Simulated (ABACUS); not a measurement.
# SiC (P6_3mc) in ABACUS: notebook

Runs on SiC. Level: PBE. Tasks: relaxation of cell and atoms.

Program: ABACUS 3.10.1. These are calculated values, not measurements. Logs are shortened: lines on timing, memory, paths and dates and some standing lists are left out, and cuts for length are marked.

## (1) The crystal as given

It takes space group P6_3mc (No. 186, hexagonal). Conventional cell: a = 3.076 Å, b = 3.076 Å, c = 10.071 Å, α = 90.00°, β = 90.00°, γ = 120.00°. Around Si (site symmetry 3m) lie 4 C at 1.88 to 1.89 Å. Around Si (site symmetry 3m) lie 4 C at 1.88 to 1.89 Å. Around C (site symmetry 3m) lie 4 Si at 1.88 to 1.89 Å. C (site symmetry 3m) has 4 Si at 1.88 to 1.89 Å as nearest neighbours.

The cell is a database's computed one.

## (2) Relaxation of cell and atoms, PBE

Contents of INPUT:

```
INPUT_PARAMETERS
suffix              SiC
calculation         cell-relax
basis_type          lcao
pseudo_dir          ./
orbital_dir         ./
symmetry            1
dft_functional      pbe
ecutwfc             100
pseudo_rcut         7
nspin               1
nbands              20
ks_solver           genelpa
smearing_method     fd
smearing_sigma      0.00367493
scf_thr             1e-07
scf_nmax            100
mixing_type         broyden
mixing_beta         0.7
cal_force           1
cal_stress          1
out_mul             1
relax_nmax          60
force_thr_ev        0.005
relax_method        cg
out_stru            1
stress_thr          0.5
```

Contents of STRU:

```
ATOMIC_SPECIES
Si 28.0850 Si.upf
C 12.0110 C.upf

NUMERICAL_ORBITAL
Si_confined-atom_7au_2s2p1d.orb
C_confined-atom_6au_2s2p1d.orb

LATTICE_CONSTANT
1.8897261246

LATTICE_VECTORS
3.0756941497 0.0000000000 0.0000000000
-1.5378470748 2.6636292679 0.0000000000
0.0000000000 0.0000000000 10.0706464800

ATOMIC_POSITIONS
Cartesian

Si
0.0
4
0.0000000000 0.0000000000 1.8922178766 1 1 1
0.0000000000 0.0000000000 6.9275411166 1 1 1
-0.0000000001 1.7757528454 4.4093517947 1 1 1
1.5378470750 0.8878764225 9.4446750347 1 1 1

C
0.0
4
0.0000000000 0.0000000000 0.0046330009 1 1 1
0.0000000000 0.0000000000 5.0399562409 1 1 1
-0.0000000001 1.7757528454 2.5156735737 1 1 1
1.5378470750 0.8878764225 7.5509968137 1 1 1
```

Contents of KPT:

```
K_POINTS
0
Gamma
7 7 2 0 0 0
```

Potentials or basis: PseudoDojo NC SR 0.4.1 PBE standard, DZP LCAO (the cutoffs set its grid).

Run with:

```bash
> OMP_NUM_THREADS=1 mpirun -np 4 abacus > log
```

running log:

```text
ABACUS v3.10.1

               Atomic-orbital Based Ab-initio Computation at UStc

 ------------------------------------------------------------------------------------

 READING GENERAL INFORMATION
                           global_out_dir = OUT.SiC/
                           global_in_card = INPUT
                               pseudo_dir = ./
[... 8 lines left out ...]

 READING ATOM TYPE 1
                               atom label = Si
                      L=0, number of zeta = 2
                      L=1, number of zeta = 2
                      L=2, number of zeta = 1
             number of atom for this type = 4

 READING ATOM TYPE 2
                               atom label = C
                      L=0, number of zeta = 2
                      L=1, number of zeta = 2
                      L=2, number of zeta = 1
             number of atom for this type = 4

                        TOTAL ATOM NUMBER = 8
CARTESIAN COORDINATES ( UNIT =       1.889726124600 Bohr ).
    atom                   x                   y                   z     mag                  vx                  vy                  vz
tauc_Si1            0.0000000000        0.0000000000        1.8922178766  0.0000        0.0000000000        0.0000000000        0.0000000000
tauc_Si2            0.0000000000        0.0000000000        6.9275411166  0.0000        0.0000000000        0.0000000000        0.0000000000
tauc_Si3           -0.0000000001        1.7757528454        4.4093517947  0.0000        0.0000000000        0.0000000000        0.0000000000
tauc_Si4            1.5378470750        0.8878764225        9.4446750347  0.0000        0.0000000000        0.0000000000        0.0000000000
tauc_C1            0.0000000000        0.0000000000        0.0046330009  0.0000        0.0000000000        0.0000000000        0.0000000000
tauc_C2            0.0000000000        0.0000000000        5.0399562409  0.0000        0.0000000000        0.0000000000        0.0000000000
tauc_C3           -0.0000000001        1.7757528454        2.5156735737  0.0000        0.0000000000        0.0000000000        0.0000000000
tauc_C4            1.5378470750        0.8878764225        7.5509968137  0.0000        0.0000000000        0.0000000000        0.0000000000
[... 4 lines left out ...]
 Lattice vectors: (Cartesian coordinate: in unit of a_0)
             +3.07569                  +0                  +0
             -1.53785            +2.66363                  +0
                   +0                  +0            +10.0706
 Reciprocal vectors: (Cartesian coordinate: in unit of 2 pi/a_0)
             +0.32513           +0.187714                  -0
                   -0           +0.375428                  -0
                   +0                  -0          +0.0992985
 The esolver type has been set to : ksdft_lcao

                PAO radial cut off (Bohr) = 7

 Read in pseudopotential file is Si.upf
                     pseudopotential type = NC
          exchange-correlation functional = PBE
                 nonlocal core correction = 1
                        valence electrons = 4
                                     lmax = 2
                           number of zeta = 2
                     number of projectors = 6
                           L of projector = 0
                           L of projector = 0
                           L of projector = 1
                           L of projector = 1
                           L of projector = 2
                           L of projector = 2
[... 108 lines left out ...]
                                   nkstot = 98
                       right hand lattice = 1
(for reciprocal lattice: )
                             BRAVAIS TYPE = 4
                     BRAVAIS LATTICE NAME = 04. Hexagonal cell
                                    ibrav = 4
                       right hand lattice = 1
(for k-lattice: )
                             BRAVAIS TYPE = 4
                     BRAVAIS LATTICE NAME = 04. Hexagonal cell
                                    ibrav = 4
                       right hand lattice = 1
                        ROTATION MATRICES = 24
                               nkstot_ibz = 16
K-POINTS REDUCTION ACCORDING TO SYMMETRY
     IBZ    DIRECT_X    DIRECT_Y    DIRECT_Z  WEIGHT  ibz2bz
       1  0.00000000  0.00000000  0.00000000  0.0102       0
       2 -0.14285714  0.14285714  0.00000000  0.0612       1
       3 -0.28571429  0.28571429  0.00000000  0.0612       2
       4 -0.42857143  0.42857143  0.00000000  0.0612       3
       5 -0.14285714  0.28571429  0.00000000  0.0612       8
       6 -0.28571429  0.42857143  0.00000000  0.1224       9
[... 8 lines left out ...]
      15  0.42857143  0.42857143  0.50000000  0.0612      59
      16  0.42857143  0.28571429  0.50000000  0.0612      65

                               nkstot now = 16
[... K-POINTS DIRECT COORDINATES: 16 rows ...]

           k-point number in this process = 16
       minimum distributed K point number = 16
[... stars of the k points ...]

[... K-POINTS CARTESIAN COORDINATES: 16 rows ...]

[... K-POINTS DIRECT COORDINATES: 16 rows ...]

 SETUP PLANE WAVES FOR WAVE FUNCTIONS
     energy cutoff for wavefunc (unit:Ry) = 100
              fft grid for wave functions = [ 40, 40, 125 ]
                    number of plane waves = 12301
                         number of sticks = 283

 PARALLEL PW FOR WAVE FUNCTIONS
     PROC   COLUMNS(POT)             PW
        1             70           3072
        2             71           3075
        3             71           3077
        4             71           3077
 --------------- sum -------------------
        4            283          12301

 SET NONLOCAL PSEUDOPOTENTIAL PROJECTORS
 SET NONLOCAL PSEUDOPOTENTIAL PROJECTORS
 max number of nonlocal projetors among all species is 6

 -------------------------------------------
 STEP OF RELAXATION : 1
 -------------------------------------------

 SETUP SEARCHING RADIUS FOR PROGRAM TO SEARCH ADJACENT ATOMS
                  longest orb rcut (Bohr) = 7
   longest nonlocal projector rcut (Bohr) = 1.94
                     search radius (Bohr) = 17.9
              searching radius is (Bohr)) = 17.9
         searching radius unit is (Bohr)) = 1.89
                         PeriodicBoundary = 1
                        Radius(unit:lat0) = 9.46
                                   glayer = [ 5, 5, 2 ]
                             glayer_minus = [ 4, 4, 1 ]

Find the coordinate range of the input atom(unit:lat0).
                                  min_tau = [ -18.5, -10.7, -10.1 ]
                                  max_tau = [ 20, 12.4, 19.5 ]
                                BoxNumber = [ 9, 9, 3 ]

 SETUP EXTENDED REAL SPACE GRID FOR GRID INTEGRATION
                          real space grid = [ 40, 40, 125 ]
                 big cell numbers in grid = [ 8, 8, 25 ]
             meshcell numbers in big cell = [ 5, 5, 5 ]
                        extended fft grid = [ 12, 12, 10 ]
                dimension of extened grid = [ 33, 33, 46 ]
                            UnitCellTotal = 75
              Atom number in sub-FFT-grid = 8
    Local orbitals number in sub-FFT-grid = 104
                                ParaV.nnr = 54908
                                 init_chg = atomic

 LCAO ALGORITHM --------------- ION=   1  ELEC=   1--------------------------------

 Density error is 0.267970176431
----------------------------------------------------------
     Energy           Rydberg                 eV
----------------------------------------------------------
 E_KohnSham     -81.5080668286       -1108.9741418331
 E_Harris       -77.2969043080       -1051.6783363494
 E_Fermi        0.7374697073         10.0337901214
----------------------------------------------------------
[... 776 lines left out ...]
 Largest gradient in stress is 0.067541 kbar.
 Threshold is 0.500000 kbar.

 Relaxation is converged!

 --------------------------------------------
 !FINAL_ETOT_IS -1116.5468848569933016 eV
 --------------------------------------------
```

mulliken.txt:

```text
 5
CALCULATE THE MULLIkEN ANALYSIS FOR EACH ATOM
 Total charge:	32
Decomposed Mulliken populations
0                             Zeta of Si              Spin 1
s                                      0              1.4387
s                                      1             -0.0392
SUM OVER M+Zeta                                       1.3994

pz                                     0              0.5354
px                                     0              0.5636
py                                     0              0.5569
SUM OVER M                                            1.6559
pz                                     1             -0.0605
px                                     1             -0.0607
py                                     1             -0.0361
SUM OVER M                                           -0.1573
SUM OVER M+Zeta                                       1.4985
[... 197 lines left out ...]
dz^2                                   0              0.0169
dxz                                    0              0.0164
dyz                                    0              0.0128
dx^2-y^2                               0              0.0144
dxy                                    0              0.0168
SUM OVER M                                            0.0773
SUM OVER M+Zeta                                       0.0773

SUM OVER M+Zeta+L                                     4.2513

Total Charge on atom:                  C              4.2513
```

Wall time 1.9 min (4 MPI ranks of Intel Xeon Platinum 8259CL at 2.50GHz (Skylake/Cascade Lake), shared host); peak memory 0.44 GiB.

Results:

| Item | Value |
| --- | --- |
| Free energy | -1116.5469 eV |
| Relaxed volume | 10.70 Å³/atom |
| Relaxed cell | a = 3.114 Å, b = 3.114 Å, c = 10.194 Å, α = 90.00°, β = 90.00°, γ = 120.00° |
| Space group after relaxing (to 0.05 Å) | P6_3mc (No. 186) |
| Energy gained by relaxing | 9.3 meV/atom |
| Ionic steps | 6 |
| Pressure after relaxing | 0.0 GPa |
| Mulliken charges | Si +0.30, +0.22; C -0.27, -0.25 e |

Forces on the atoms (eV/Å):
```
Si   0.000  0.000 -0.002
Si   0.000  0.000 -0.002
Si   0.000  0.000  0.000
Si   0.000  0.000  0.000
C    0.000  0.000  0.001
C    0.000  0.000  0.001
C    0.000  0.000  0.001
C    0.000  0.000  0.001
```

The path:
```tsv
step	energy change (eV)	largest force (eV/Å)	pressure (GPa)	volume (Å³)
1	0.0000	0.0129	7.92	82.50
2	0.0050	0.0390	-7.26	88.98
3	-0.0741	0.0154	-0.05	85.61
4	-0.0741	0.0154	-0.05	85.61
5	-0.0741	0.0126	0.04	85.57
6	-0.0741	0.0025	0.00	85.59
```

Final structure:
```
CELL_PARAMETERS angstrom
3.11376 0.00000 0.00000
-1.55688 2.69660 0.00000
0.00000 0.00000 10.19364
ATOMIC_POSITIONS crystal
Si 0.00000 0.00000 0.18787
Si 0.00000 0.00000 0.68788
Si 0.33333 0.66667 0.43785
Si 0.66667 0.33333 0.93785
C 0.00000 0.00000 0.00046
C 0.00000 0.00000 0.50046
C 0.33333 0.66667 0.24982
C 0.66667 0.33333 0.74982
```

Caveat: the atomic orbitals were generated for these runs and aren't a published set; Mulliken charges move with the basis; the basis of atomic orbitals isn't converged, which shifts pressures, moduli and gaps.

## (3) Relaxation of cell and atoms, PBE, target pressure 5 GPa, at which the enthalpy is minimised

INPUT, as its differences from that of step 2:

```diff
@@ -27 +27,4 @@
 stress_thr          0.5
+press1              50
+press2              50
+press3              50
```

STRU is that of step 2.

KPT is that of step 2.

Potentials or basis: PseudoDojo NC SR 0.4.1 PBE standard, DZP LCAO (the cutoffs set its grid).

Run with:

```bash
> OMP_NUM_THREADS=1 mpirun -np 4 abacus > log
```

Run time: 2.5 min. Hardware: 4 MPI ranks of Intel Xeon Platinum 8259CL at 2.50GHz (Skylake/Cascade Lake), shared host; peak memory 0.44 GiB.

The run converged. Its results:

```yaml
Free_energy: -1116.5161 eV
Relaxed_volume: 10.45 Å³/atom
Relaxed_cell: a = 3.089 Å, b = 3.089 Å, c = 10.113 Å, α = 90.00°, β = 90.00°, γ = 120.00°
Space_group_after_relaxing_to_0.05_Å: P6_3mc (No. 186)
Energy_change_on_relaxing_the_enthalpy_is_what_falls: -5.4 meV/atom
Ionic_steps: 8
Pressure_after_relaxing: 5.0 GPa
Mulliken_charges: Si +0.32, +0.23; C -0.28, -0.27 e
```

The path:
| step | energy change (eV) | largest force (eV/Å) | pressure (GPa) | volume (Å³) |
| --- | --- | --- | --- | --- |
| 1 | 0.0000 | 0.0129 | 7.92 | 82.50 |
| 2 | -0.0700 | 0.0283 | 1.77 | 84.85 |
| 3 | -0.0670 | 0.0245 | 2.35 | 84.62 |
| 4 | 0.0021 | 0.0400 | 8.04 | 82.46 |
| 5 | -0.0438 | 0.0048 | 4.96 | 83.60 |
| 6 | -0.0434 | 0.0052 | 5.00 | 83.58 |
| 7 | -0.0433 | 0.0053 | 5.00 | 83.58 |
| 8 | -0.0434 | 0.0006 | 5.00 | 83.58 |

Final structure:
```xyz
8
Lattice="3.0893 0.0000 0.0000 -1.5446 2.6754 0.0000 0.0000 0.0000 10.1125" Properties=species:S:1:pos:R:3 pbc="T T T"
Si    0.0000    0.0000    1.9000
Si    0.0000    0.0000    6.9563
Si    0.0000    1.7836    4.4276
Si    1.5447    0.8918    9.4838
C     0.0000    0.0000    0.0047
C     0.0000    0.0000    5.0610
C     0.0000    1.7836    2.5263
C     1.5447    0.8918    7.5826
```

Caveat: the atomic orbitals were generated for these runs and aren't a published set; Mulliken charges move with the basis; the basis of atomic orbitals isn't converged, which shifts pressures, moduli and gaps.

## (4) Relaxation of cell and atoms, PBE, target pressure 10 GPa, at which the enthalpy is minimised

INPUT, as its differences from that of step 3:

```diff
@@ -27,4 +27,4 @@
 stress_thr          0.5
-press1              50
-press2              50
-press3              50
+press1              100
+press2              100
+press3              100
```

STRU is that of step 3.

KPT is that of step 3.

Run with:

```bash
> OMP_NUM_THREADS=1 mpirun -np 4 abacus > log
```

It took 1.7 min on 4 MPI ranks of Intel Xeon Platinum 8259CL at 2.50GHz (Skylake/Cascade Lake), shared host; peak memory 0.44 GiB.

Results (log left out):

```yaml
Free_energy: -1116.4320 eV
Relaxed_volume: 10.22 Å³/atom
Relaxed_cell: a = 3.067 Å, b = 3.067 Å, c = 10.039 Å, α = 90.00°, β = 90.00°, γ = 120.00°
Space_group_after_relaxing_to_0.05_Å: P6_3mc (No. 186)
Energy_change_on_relaxing_the_enthalpy_is_what_falls: +5.1 meV/atom
Ionic_steps: 5
Pressure_after_relaxing: 10.0 GPa
Largest_force_after_relaxing: 0.004 eV/Å
Mulliken_charges: Si +0.33, +0.24; C -0.29, -0.28 e
```

Forces on the atoms (eV/Å):
```
Si   0.000  0.000 -0.004
Si   0.000  0.000 -0.004
Si   0.000  0.000  0.001
Si   0.000  0.000  0.001
C    0.000  0.000  0.002
C    0.000  0.000  0.002
C    0.000  0.000  0.001
C    0.000  0.000  0.001
```

The path:
```csv
step,energy change (eV),largest force (eV/Å),pressure (GPa),volume (Å³)
1,0.0000,0.0129,7.92,82.50
2,0.1057,0.0182,12.73,80.86
3,0.0403,0.0060,9.98,81.78
4,0.0408,0.0061,10.00,81.77
5,0.0408,0.0040,10.00,81.77
```

Final structure:
```
Si C
1.0
     3.06694    0.00000    0.00000
    -1.53347    2.65605    0.00000
     0.00000    0.00000   10.03857
Si C
4 4
Direct
  0.00000 0.00000 0.18792
  0.00000 0.00000 0.68792
  0.33333 0.66667 0.43781
  0.66667 0.33333 0.93781
  0.00000 0.00000 0.00046
  0.00000 0.00000 0.50046
  0.33333 0.66667 0.24982
  0.66667 0.33333 0.74982
```

Caveat: the atomic orbitals were generated for these runs and aren't a published set; Mulliken charges move with the basis; the basis of atomic orbitals isn't converged, which shifts pressures, moduli and gaps.

## (5) Relaxation of cell and atoms, PBE, target pressure 20 GPa, at which the enthalpy is minimised

INPUT, as its differences from that of step 4:

```diff
@@ -27,4 +27,4 @@
 stress_thr          0.5
-press1              100
-press2              100
-press3              100
+press1              200
+press2              200
+press3              200
```

STRU is that of step 4.

KPT is that of step 4.

Run with:

```bash
> OMP_NUM_THREADS=1 mpirun -np 4 abacus > log
```

Run time: 2.9 min. Hardware: 4 MPI ranks of Intel Xeon Platinum 8259CL at 2.50GHz (Skylake/Cascade Lake), shared host; peak memory 0.44 GiB.

It converged, with:

| Property | Result |
| --- | --- |
| Free energy | -1116.1405 eV |
| Relaxed volume | 9.83 Å³/atom |
| Relaxed cell | a = 3.027 Å, b = 3.027 Å, c = 9.907 Å, α = 90.00°, β = 90.00°, γ = 120.00° |
| Space group after relaxing (to 0.05 Å) | P6_3mc (No. 186) |
| Energy change on relaxing (the enthalpy is what falls) | +41.5 meV/atom |
| Ionic steps | 8 |
| Pressure after relaxing | 20.0 GPa |
| Mulliken charges | Si +0.35, +0.27; C -0.31 e |

The path:
```
step  energy change (eV)  largest force (eV/Å)  pressure (GPa)  volume (Å³)
   1              0.0000                0.0129            7.92        82.50
   2              1.3528                0.0600           41.92        73.25
   3              0.3026                0.0187           19.17        78.87
   4              0.3302                0.0191           19.95        78.65
   5              0.3302                0.0221           19.95        78.65
   6              0.3302                0.0047           19.95        78.65
   7              0.3340                0.0035           20.05        78.62
   8              0.3322                0.0013           20.00        78.63
```

Final structure:
```
CELL_PARAMETERS angstrom
3.02732 0.00000 0.00000
-1.51366 2.62174 0.00000
0.00000 0.00000 9.90695
ATOMIC_POSITIONS crystal
Si 0.00000 0.00000 0.18795
Si 0.00000 0.00000 0.68795
Si 0.33333 0.66667 0.43778
Si 0.66667 0.33333 0.93778
C 0.00000 0.00000 0.00046
C 0.00000 0.00000 0.50046
C 0.33333 0.66667 0.24982
C 0.66667 0.33333 0.74982
```

Caveat: the atomic orbitals were generated for these runs and aren't a published set; Mulliken charges move with the basis; the basis of atomic orbitals isn't converged, which shifts pressures, moduli and gaps.

(Continued in part 2 of 2.)
